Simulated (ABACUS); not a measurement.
# TaN (Fm-3m) in ABACUS: reference runs

Reference runs on TaN: the cell as given and a disturbed copy.

Program: ABACUS 3.10.1. These are calculated values, not measurements. Logs are shortened: lines on timing, memory, paths and dates and some standing lists are left out, and cuts for length are marked.

## 1. Starting point

Symmetry: Fm-3m, No. 225, cubic system. The conventional cell has a = 4.423 Å, b = 4.423 Å, c = 4.423 Å, α = 90.00°, β = 90.00°, γ = 90.00°. Around Ta (site symmetry m-3m) lie 6 N at 2.21 Å. N (site symmetry m-3m) is surrounded by 6 Ta at 2.21 Å.

The cell comes from a database or a generator and needn't be the stable form of this composition.

## 2. Single point, PBE

File INPUT:

```
INPUT_PARAMETERS
suffix              TaN
calculation         scf
basis_type          pw
pseudo_dir          ./
symmetry            1
dft_functional      pbe
ecutwfc             84
pseudo_rcut         10
nspin               1
nbands              13
ks_solver           dav
smearing_method     fd
smearing_sigma      0.00367493
scf_thr             1e-08
scf_nmax            100
mixing_type         broyden
mixing_beta         0.7
cal_force           1
cal_stress          1
kpar                4
```

File STRU:

```
ATOMIC_SPECIES
Ta 180.9479 Ta.upf
N 14.0070 N.upf

LATTICE_CONSTANT
1.8897261246

LATTICE_VECTORS
0.0000000000 2.2113230000 2.2113230000
2.2113230000 0.0000000000 2.2113230000
2.2113230000 2.2113230000 0.0000000000

ATOMIC_POSITIONS
Direct

Ta
0.0
1
0.5000000000 0.5000000000 0.5000000000 1 1 1

N
0.0
1
0.0000000000 0.0000000000 0.0000000000 1 1 1
```

File KPT:

```
K_POINTS
0
Gamma
10 10 10 0 0 0
```

Potentials or basis: PseudoDojo NC SR 0.4.1 PBE standard, plane waves.

The run is started by

```
$ OMP_NUM_THREADS=1 mpirun -np 4 abacus > log
```

running log:

```text
ABACUS v3.10.1

               Atomic-orbital Based Ab-initio Computation at UStc

 ------------------------------------------------------------------------------------

 READING GENERAL INFORMATION
                           global_out_dir = OUT.TaN/
                           global_in_card = INPUT
                               pseudo_dir = ./
                              orbital_dir =
                                    DSIZE = 4
                                    GSIZE = 1
[... 5 lines left out ...]

 READING ATOM TYPE 1
                               atom label = Ta
                      L=0, number of zeta = 1
                      L=1, number of zeta = 1
                      L=2, number of zeta = 1
             number of atom for this type = 1

 READING ATOM TYPE 2
                               atom label = N
                      L=0, number of zeta = 1
                      L=1, number of zeta = 1
                      L=2, number of zeta = 1
             number of atom for this type = 1

                        TOTAL ATOM NUMBER = 2
DIRECT COORDINATES
    atom                   x                   y                   z     mag                  vx                  vy                  vz
taud_Ta1            0.5000000000        0.5000000000        0.5000000000  0.0000        0.0000000000        0.0000000000        0.0000000000
taud_N1            0.0000000000        0.0000000000        0.0000000000  0.0000        0.0000000000        0.0000000000        0.0000000000

                          Volume (Bohr^3) = 145.943
                             Volume (A^3) = 21.6265

 Lattice vectors: (Cartesian coordinate: in unit of a_0)
                   +0            +2.21132            +2.21132
             +2.21132                  +0            +2.21132
             +2.21132            +2.21132                  +0
 Reciprocal vectors: (Cartesian coordinate: in unit of 2 pi/a_0)
            -0.226109           +0.226109           +0.226109
            +0.226109           -0.226109           +0.226109
            +0.226109           +0.226109           -0.226109
 The esolver type has been set to : ksdft_pw

                PAO radial cut off (Bohr) = 10

 Read in pseudopotential file is Ta.upf
                     pseudopotential type = NC
          exchange-correlation functional = PBE
                 nonlocal core correction = 1
                        valence electrons = 13
                                     lmax = 3
                           number of zeta = 4
                     number of projectors = 8
                           L of projector = 0
                           L of projector = 0
                           L of projector = 1
                           L of projector = 1
                           L of projector = 2
                           L of projector = 2
[... 191 lines left out ...]

 number of pseudo atomic orbitals for Ta is 4
WARNING: norm of atomic wavefunction # 3 of atomic type Ta is 0.999937, renormalized
WARNING: norm of atomic wavefunction # 4 of atomic type Ta is 0.999865, renormalized

 number of pseudo atomic orbitals for N is 2
WARNING: norm of atomic wavefunction # 2 of atomic type N is 0.999999, renormalized

 -------------------------------------------
 SELF-CONSISTENT
 -------------------------------------------
                                 init_chg = atomic

 PW ALGORITHM --------------- ION=   1  ELEC=   1--------------------------------

 Density error is 0.480312990821
                          Error Threshold = 0.01
----------------------------------------------------------
     Energy           Rydberg                 eV
----------------------------------------------------------
 E_KohnSham     -150.8589527870      -2052.5413522157
 E_Harris       -151.4484099947      -2060.5613289679
 E_Fermi        1.5669390338         21.3192992776
----------------------------------------------------------
[... 87 lines left out ...]
 Density error is 1.85246761998e-09
                          Error Threshold = 4.02974483901e-10
----------------------------------------------------------
     Energy           Rydberg                 eV
----------------------------------------------------------
 E_KohnSham     -151.0804980537      -2055.5556302089
 E_KS(sigma->0) -151.0802903832      -2055.5528047059
 E_Harris       -151.0805930745      -2055.5569230327
 E_band         -3.9489790650        -53.7286165672
 E_one_elec     -7.1274057405        -96.9733300286
 E_Hartree      15.2599545391        207.6223329532
 E_xc           -35.8363285171       -487.5782632319
 E_Ewald        -123.3763029942      -1678.6207188957
 E_entropy(-TS) -0.0004153411        -0.0056510059
 E_descf        0.0000000000         0.0000000000
 E_exx          0.0000000000         0.0000000000
 E_Fermi        1.5576191828         21.1924962004
----------------------------------------------------------

 charge density convergence is achieved
 final etot is -2055.5556302 eV
 EFERMI = 21.1924962 eV

 STATE ENERGY(eV) AND OCCUPATIONS    NSPIN == 1
 1/12 kpoint (Cartesian) = 0.0000 0.0000 0.0000 (1917 pws)
       1       -48.4249     0.00200000
       2       -14.6367     0.00200000
       3       -14.6367     0.00200000
       4       -14.6367     0.00200000
       5        2.47071     0.00200000
       6        17.3650     0.00200000
       7        17.3650     0.00200000
       8        19.1213     0.00200000
       9        19.1213     0.00200000
      10        19.1213     0.00200000
      11        21.2511    0.000472998
      12        21.2511    0.000472998
      13        22.5258    5.25038e-15
[... 61 lines left out ...]
 6/12 kpoint (Cartesian) = 0.11305 0.11305 0.11305 (1892 pws)
       1       -48.3735     0.00800000
       2       -15.4349     0.00800000
       3       -14.7145     0.00800000
       4       -14.7145     0.00800000
       5        5.37538     0.00800000
       6        10.9335     0.00800000
       7        13.7074     0.00800000
       8        13.7074     0.00800000
       9        23.0191    1.09011e-18
      10        23.0191    1.09011e-18
      11        23.0948    2.40057e-19
      12        24.8984    5.17301e-35
      13        28.5086    2.27275e-66

[... levels at 6 further k points ...]

------------------------------------------------------------------------------------------
 TOTAL-FORCE (eV/Angstrom)
------------------------------------------------------------------------------------------
                       Ta1         0.0000000000         0.0000000000         0.0000000000
                        N1         0.0000000000         0.0000000000         0.0000000000
------------------------------------------------------------------------------------------

----------------------------------------------------------------
 TOTAL-STRESS (KBAR)
----------------------------------------------------------------
       -16.1378533717        -0.0000000000         0.0000000000
        -0.0000000000       -16.1378533717         0.0000000000
        -0.0000000000         0.0000000000       -16.1378533717
----------------------------------------------------------------
 TOTAL-PRESSURE: -16.137853 KBAR

 --------------------------------------------
 !FINAL_ETOT_IS -2055.5556302088907614 eV
 --------------------------------------------
```

Wall time 3.1 s (4 MPI ranks of AMD EPYC 9R45 (Zen 5), shared host); peak memory 0.32 GiB.

Results:

```
Free energy            : -2055.5556 eV
Pressure               : -1.6 GPa
Band gap on the k mesh : none (metal or under the smearing width)
```

## 3. Single point, PBE (atoms moved at random, drawn with an rms of 0.05 Å)

INPUT is that of step 2.

Changes to STRU since step 2:

```diff
@@ -18,3 +18,3 @@
 1
-0.5000000000 0.5000000000 0.5000000000 1 1 1
+0.5135260000 0.4842130000 0.5289790000 1 1 1
 
@@ -23,2 +23,2 @@
 1
-0.0000000000 0.0000000000 0.0000000000 1 1 1
+-0.0129020000 -0.0147020000 0.0156950000 1 1 1
```

KPT is that of step 2.

Potentials or basis: PseudoDojo NC SR 0.4.1 PBE standard, plane waves.

The run is started by

```
$ OMP_NUM_THREADS=1 mpirun -np 4 abacus > log
```

It took 27 s on 4 MPI ranks of AMD EPYC 9R45 (Zen 5), shared host; peak memory 0.52 GiB.

The run converged. Its results:

- Free energy: -2055.5221 eV
- Pressure: 0.1 GPa
- Largest force: 0.814 eV/Å
- Band gap on the k mesh: none (metal or under the smearing width)

Forces in eV/Å, atoms in the order of the input:
```
Ta  -0.202 -0.661 -0.430
N    0.202  0.661  0.430
```

Stress tensor (GPa, compression positive):
```
-0.99 -0.17 -0.07
-0.17  1.53 -0.31
-0.07 -0.31 -0.09
```

Levels at points of the mesh, in eV from the Fermi level:
| k point | band 5 | band 6 | band 7 | band 8 | band 9 | band 10 | band 11 | band 12 | band 13 |
| --- | --- | --- | --- | --- | --- | --- | --- | --- | --- |
| (0.00, 0.00, 0.00) | -18.71 | -4.13 | -4.07 | -4.02 | -2.03 | -1.82 | -1.68 | 0.18 | 0.35 |
| (0.50, 0.00, 0.00) | -15.83 | -10.22 | -7.48 | -7.43 | 1.78 | 1.82 | 1.97 | 3.67 | 7.25 |
| (0.00, 0.50, 0.00) | -15.82 | -10.23 | -7.45 | -7.40 | 1.76 | 1.82 | 1.92 | 3.58 | 7.15 |
| (0.50, 0.50, 0.00) | -17.46 | -6.62 | -5.76 | -4.67 | -4.17 | 2.16 | 3.45 | 3.46 | 4.26 |
| (0.00, 0.00, 0.50) | -15.82 | -10.23 | -7.46 | -7.41 | 1.78 | 1.80 | 1.94 | 3.60 | 7.18 |
| (0.50, 0.00, 0.50) | -17.46 | -6.61 | -5.58 | -4.65 | -4.38 | 2.13 | 3.45 | 3.45 | 4.23 |
| (0.00, 0.50, 0.50) | -17.46 | -6.63 | -5.84 | -4.69 | -4.07 | 2.17 | 3.46 | 3.46 | 4.27 |
| (0.50, 0.50, 0.50) | -15.84 | -10.21 | -7.50 | -7.49 | 1.83 | 1.87 | 1.93 | 3.79 | 7.28 |

The run has no spin-orbit coupling, so splittings on Ta are missing.
